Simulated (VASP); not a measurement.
Level of theory: PBE GGA, VASP's PBE PAW potentials (set 64) (plane waves; VASP).

VASP ran on this input.

### POSCAR
```
LiI
1
    0.0000000000     3.0100000000     3.0100000000
    3.0100000000     0.0000000000     3.0100000000
    3.0100000000     3.0100000000     0.0000000000
Li I
1 1
Direct
  0.0000000000   0.0000000000   0.0000000000
  0.5000000000   0.5000000000   0.5000000000
```

**KPOINTS**
```
Automatic mesh
0
Gamma
7 7 7
0 0 0
```

### INCAR
```
PREC = Accurate
ISIF = 2   ! forces and stress, cell fixed
NELM = 100   ! most electronic steps
LMAXMIX = 4
EDIFF = 1E-6
GGA = PE
ENCUT = 520   ! plane-wave cut-off (eV)
SIGMA = 0.05
LCHARG = .False.
LREAL = .False.
ISMEAR = 0   ! Gaussian
SYSTEM = LiI
ALGO = Normal   ! blocked Davidson
LASPH = .True.   ! aspherical one-centre terms
LWAVE = .False.
```

POTCAR, in this order: Li_sv I (PBE.64 set). Program: vasp_std.

The resulting files:

File OSZICAR:
```
       N       E                     dE             d eps       ncg     rms          rms(c)
DAV:   1     0.387918672459E+02    0.38792E+02   -0.36194E+03   360   0.948E+02
DAV:   2    -0.410357490206E+01   -0.42895E+02   -0.41684E+02   519   0.135E+02
DAV:   3    -0.577811981052E+01   -0.16745E+01   -0.16735E+01   444   0.317E+01
DAV:   4    -0.583545324625E+01   -0.57333E-01   -0.57211E-01   615   0.568E+00
DAV:   5    -0.583574579561E+01   -0.29255E-03   -0.29252E-03   466   0.459E-01    0.215E+00
DAV:   6    -0.582477639701E+01    0.10969E-01   -0.24026E-02   448   0.989E-01    0.140E+00
DAV:   7    -0.582990520010E+01   -0.51288E-02   -0.32804E-02   471   0.117E+00    0.325E-01
DAV:   8    -0.583068548309E+01   -0.78028E-03   -0.41570E-03   420   0.471E-01    0.659E-02
DAV:   9    -0.583069213429E+01   -0.66512E-05   -0.91355E-05   503   0.877E-02    0.526E-02
DAV:  10    -0.583069289925E+01   -0.76496E-06   -0.26348E-05   420   0.406E-02    0.319E-02
DAV:  11    -0.583070381626E+01   -0.10917E-04   -0.19416E-05   385   0.355E-02    0.851E-03
DAV:  12    -0.583070722878E+01   -0.34125E-05   -0.39447E-07   362   0.639E-03    0.218E-03
DAV:  13    -0.583070665060E+01    0.57818E-06   -0.16520E-07   250   0.371E-03
   1 F= -.58307067E+01 E0= -.58307067E+01  d E =-.123892E-27
```

### OUTCAR
```
------------------------ aborting loop because EDIFF is reached ----------------------------------------
  FORCE on cell =-STRESS in cart. coord.  units (eV):
  Direction    XX          YY          ZZ          XY          YZ          ZX
  --------------------------------------------------------------------------------------
  Total       -0.0073658     -0.0073658     -0.0073658      0.0000000      0.0000000     -0.0000000
  in kB       -0.2163720     -0.2163720     -0.2163720      0.0000000      0.0000000     -0.0000000
  external PRESSURE =      -0.2163720 kB  Pullay stress =       0.0000000 kB
  volume of cell :       54.54
      direct lattice vectors                 reciprocal lattice vectors
     0.000000000  3.010000000  3.010000000    -0.166112957  0.166112957  0.166112957
     3.010000000  0.000000000  3.010000000     0.166112957 -0.166112957  0.166112957
     3.010000000  3.010000000  0.000000000     0.166112957  0.166112957 -0.166112957
 POSITION                                       TOTAL-FORCE (eV/Angst)
 -----------------------------------------------------------------------------------
      0.00000      0.00000      0.00000         0.000000     -0.000000      0.000000
      3.01000      3.01000      3.01000        -0.000000      0.000000     -0.000000
 -----------------------------------------------------------------------------------
    total drift:                                0.000000     -0.000000      0.000000
  FREE ENERGIE OF THE ION-ELECTRON SYSTEM (eV)
  ---------------------------------------------------
  free  energy   TOTEN  =        -5.8307066506 eV

  energy  without entropy=       -5.8307066506  energy(sigma->0) =       -5.83070665
```
(Selected blocks of OUTCAR.)

The compound is LiI in the rock salt structure. The cell was not relaxed at this level.
